The energy above the end is the total energy per atom of the cell at a given step of a relaxation, minus the energy per atom at the last step of the same run. The pressure P is the mean of the three diagonal components of the stress, positive when the cell is compressed, and V is the volume per atom. All three come from one plane-wave PBEsol relaxation of HfN started in the NiAs type, in which the cell is changed step by step until the stress vanishes. The zero of energy is the end of this run, a hexagonal metallic cell, and not the ground state of HfN, which is rocksalt. The course of the steps belongs to this program's way of relaxing and to this starting cell, and the energy need not fall at every step.

Relaxation of cell and atoms for HfN, started in the NiAs type with 4 atoms per cell, computed with Ansatz 0.2.0 using scalar-relativistic PBEsol without spin polarization, plane waves and PAW. The cutoff is 420 eV, the k-mesh 10×10×8 and the Gaussian smearing 0.05 eV. Pressure is positive in compression.

```
step  energy above the end (meV/atom)  pressure (GPa)  volume (Å³/atom)
   1                           700.10           25.48            11.510
   2                           379.49           11.97            11.823
   3                           164.01            7.34            11.801
   4                            48.20            3.29            11.781
   5                            23.99            1.80            11.696
   6                            20.22            0.47            11.786
   7                            20.26           -0.04            11.809
   8                            20.25            0.00            11.807
   9                             1.25            1.53            11.807
  10                             0.17            0.15            11.857
  11                             0.18            0.00            11.863
  12                            -0.01           -0.01            11.863
  13                            -0.01            0.00            11.862
  14                             0.00            0.00            11.862
```

The energy falls in two stages. It drops from 700 to 20 meV/atom in the first six steps and then stays within 0.04 meV/atom through step 8, by which point the pressure has reached zero. At step 9 it drops by another 19 meV/atom with the volume unchanged. The long descent and the late jump need separate explanations, and the first decides what is plausible for the second.

The tempting reading of the descent is relief of compression. The starting cell is under 25.48 GPa, it ends 3 % larger, and energy and pressure come down together. If the volume were the only thing that changed, the energy released would be the work of the pressure, and near the minimum it would go as the square of the pressure:

dE = −P dV
E − E₀ = V P² / 2B

Here B is the bulk modulus and E₀ the energy of the plateau, taken at step 8. Solving the second line for B at steps 2, 3 and 4 gives 14.7, 13.8 and 14.2 GPa. A constant that holds this well while the energy above the plateau changes more than tenfold looks like a confirmation.

The value of the constant is the first sign of trouble. The slope −V dP/dV between late steps, where the energy has nearly settled, lies between 174 and 323 GPa, the range of a hard nitride. A bulk modulus of 14 GPa would belong to a soft metal, and it is more than ten times below the smallest of these slopes. The square law holds over three steps, but the stiffness in it is something other than resistance to compression.

The work that this reading allows can be bounded without a value of B. If pressure depended on volume alone, the detours of the volume would cancel, and since no step has a higher pressure than the first, the highest pressure times the net expansion would be a generous ceiling:

25.48 GPa × (11.862 − 11.510) Å³ × 6.242 meV/(GPa Å³) = 56 meV/atom

That is 8 % of the total descent. Summing P dV step by step by the trapezoid rule from step 1 to step 8 gives 34 meV/atom, 5 % of the energy released over that stretch. Relief of compression is real and adds to the total, but it is a small part of it.

Two features of the table show directly that a second coordinate is moving. From step 2 to step 5 the cell shrinks under positive pressure, which by itself costs about 3 meV/atom, and yet the energy falls by about 355 meV/atom. Steps 3 and 7 have volumes within 0.008 Å³ of each other and pressures 7.38 GPa apart. Pressure is therefore not a function of volume alone along this path, and neither is energy.

Symmetry names the coordinate. In the NiAs type, space group P6₃/mmc, both kinds of atom sit on sites with no free parameter, so the forces vanish identically, and a hexagonal cell has only two lengths, a and c. One combination of them is the volume and the other is the ratio c/a. The run starts and ends in this space group, so if the symmetry holds in between, everything that the pressure work leaves unexplained in the descent belongs to c/a. This identification is an argument from symmetry; what the columns show is that a second coordinate carries most of the energy.

The starting geometry suggests why so much energy is stored in the shape. With hafnium on the nickel site, as the name of the type suggests, the metal atoms sit in octahedra of nitrogen that share faces along c, so neighbouring metal atoms in a column are c/2 apart. The run starts at c/a = 1.394, well below the 1.633 at which the octahedra are regular, and c/2 is then 2.35 Å, against roughly 3.2 Å between neighbours in hafnium metal (a rough recalled value). Cations pressed this close across a shared face repel through their charges and their overlapping cores, and the cell should lengthen along c while a contracts to keep the Hf–N bond at a normal length. The relaxed cell bears out the direction: a has gone from 3.366 to 3.124 Å and c from 4.692 to 5.614 Å, so c/a has risen to 1.797, past the value for regular octahedra, and c/2 to 2.81 Å. That the contact between the cations drives this change is chemical reasoning that the path does not test.

The same picture explains why a large energy can hide behind a modest pressure. A cell that is too flat at about the right volume pushes outward along c and pulls inward in the plane, and the pressure is the average of these opposed stresses, in which most of their size cancels. What survives is a remainder, proportional to the shape error as long as that error is small. The energy goes as the square of the shape error, so it also goes as the square of the remainder. A P² law then appears at nearly constant volume, and steps 2 to 4, whose volumes lie within 0.03 Å³ of the plateau value, are such a case.

A harmonic model puts this in a few lines. Let v = V/V₀ − 1 be the volume strain relative to step 8, s the strain in shape, e the energy per volume above the plateau, B the stiffness against v at fixed shape, K the stiffness against s, and g their coupling:

e = B v²/2 + g v s + K s²/2
P = −∂e/∂v = −(B v + g s)
e = B v²/2 − v q + q²/2M, with q = P + B v and M = g²/K

The third line follows by solving the second for s. The quantity q is the part of the pressure that the volume does not account for, and at v = 0 the energy reduces to P²/2M. The 14 GPa found earlier is therefore M, which is small when a change of shape is stiff (large K) but disturbs the mean pressure only weakly (small g).

With B set to the slope between steps 9 and 11, 323 GPa, the single constant M was fitted to steps 1 to 5 by least squares on the logarithm of the energy above the plateau, and came out as 13.8 GPa. Step 5, which was part of the fit, can be worked in full:

v = 11.696/11.807 − 1 = −0.0094
q = 1.80 + 323 × (−0.0094) = −1.24 GPa
e = 0.014 − 0.012 + 0.055 = 0.058 GPa (terms rounded)
E − E₀ = 0.058 × 11.807 × 6.242 = 4.3 meV/atom

The table has 23.99 − 20.25 = 3.74 meV/atom, so the model is 15 % high relative to the table. Nearly all of the modelled energy sits in the third term, the shape, even at this late step.

The model is good to tens of percent and no better. Relative to the table it is 24 % high at step 1, where a harmonic form is stretched furthest, and 35 % low at step 4, a row that the bare square law describes better. Its gain is to bring steps 1 and 5 into line, where the bare law needs a constant above 30 GPa. The agreement at step 5 leans on the choice of B: with the slope from steps 5 to 6 instead, the model is 80 % low there. The slopes differ by far more than rounding allows, as they should if the shape moves between the steps, so B and M trade against each other and M is fixed only as a number between 12 and 15 GPa.

The jump at step 9 is of another kind, because nothing in the descent leads up to it. The energy falls by 19.00 meV/atom, the volume is the same to the last digit, and the pressure rises from zero to 1.53 GPa. A downhill step along c/a is unlikely from a cell whose energy had been flat for three steps, one of them slightly uphill. Steps 11 and 12 repeat the pattern in miniature: again the pressure has just reached zero, again the volume stands still, and the energy falls by 0.19 meV/atom, with a change of pressure no larger than the rounding.

One reading is physical, a transition within the same space group or a switch to a lower electronic state. The end of the run offers nothing in its favour: the cell keeps P6₃/mmc and is a metal on the k-mesh, and the moment is zero because spin was switched off, so no magnetic state was open to it. A real transition would also have no reason to arrive just after the pressure reached zero and at the same volume, and then to do so a second time. These points make the reading unlikely without excluding it.

The other reading is a known property of plane-wave relaxations. The basis consists of the waves with kinetic energy below the cutoff in the starting cell, and that list can be kept fixed while the cell deforms, so that the energy varies smoothly and matches the stress. Each wavelength stretches with the cell, so along an edge that grows from L₀ to L the highest kinetic energy in the set falls:

E_eff = E_cut × (L₀/L)²

When the stress has vanished, the list can be rebuilt at the nominal cutoff and the relaxation restarted from the same cell. That this happened at steps 9 and 12 is inferred from the pattern of the rows.

Both signs at step 9 are those that a rebuilt basis gives. If the rebuilt set only adds short waves, as after a uniform expansion, the energy must fall, by the variational principle; if it also drops some, as after a change of shape, a fall is still expected when the waves gained matter more than those lost. The depleted set also favours a small cell, because compression shortens its waves and wins back accuracy, so it reports zero pressure at too small a volume, and the fresh set finds that cell compressed. The run then expands further, and the volume at step 8 turns out to be 0.46 % below the final one. The PBE datasets used with PBEsol are the same at every step and play no part in a change between two of them.

The sizes of the two jumps test the simplest form of this explanation, in which only the volume depletes the basis and E_eff = E_cut × (V_start/V)^(2/3). The expansion before the first jump costs 7.1 eV of cutoff and that before the second 1.3 eV, a ratio of about 5, whereas the energy jumps stand in a ratio of about 100. If the energy were linear in the lost cutoff, which is reasonable over so small a fraction of it, the second jump would be 3.6 meV/atom instead of 0.19. The numbers reject the isotropic form.

The change of shape found in the descent supplies what the volume lacks. A cell that lengthens along c and narrows in the plane turns the cutoff sphere into a flattened ellipsoid at almost no change of volume. Stretched from the starting edges to those of the relaxed cell, the original set would reach only 293 eV along c but 488 eV in the plane, instead of 420 eV in every direction. The edges at step 8 itself are not listed, but the little energy released after the jump suggests that they are close to the final ones. The surplus in the plane does not pay for the loss along c, since the energy converges with cutoff and each added shell of waves generally yields less than the one before. The second stage releases only about 1 meV/atom, so its shape change is small and its jump should be small too; the argument gives this contrast, but not the figure of 19 meV/atom.

Steps 9 to 11 are in line with a basis that had been uneven in direction. The energy falls by 1.07 meV/atom, of which the pressure work is 0.26. The harmonic model, applied to this unfitted step with step 11 as reference, gives 0.27 and misses by a factor of four, because taking B from these same steps leaves q near zero by construction. The remainder means that the shape had to readjust after the jump, as it would if the fresh set changed the stress along c and in the plane by different amounts. A static calculation at the cell of step 8 with a newly built basis should return the energy and pressure of step 9, but a switch to a lower electronic state could do the same. Repeating the relaxation at a higher cutoff would tell more: a jump that comes from the basis should shrink, while one between two electronic states should largely remain.

In this run zero pressure was reached at step 8 with the energy still 20.25 meV/atom above the end. At the end the stress is about 0.001 GPa in each direction, so volume and shape are both relaxed for the final basis, and the differences of 0.01 meV/atom among the last three steps are at the resolution of the printed digits. By the argument above, a hexagonal cell relaxed in the same way, from near its final volume but far from its final c/a, should show the same sequence of a large fall at little change of volume and a sizeable jump on restart. A cubic cell with no free atomic positions has only the volume to change, and there the pressure work and the isotropic loss of cutoff would be the whole account.
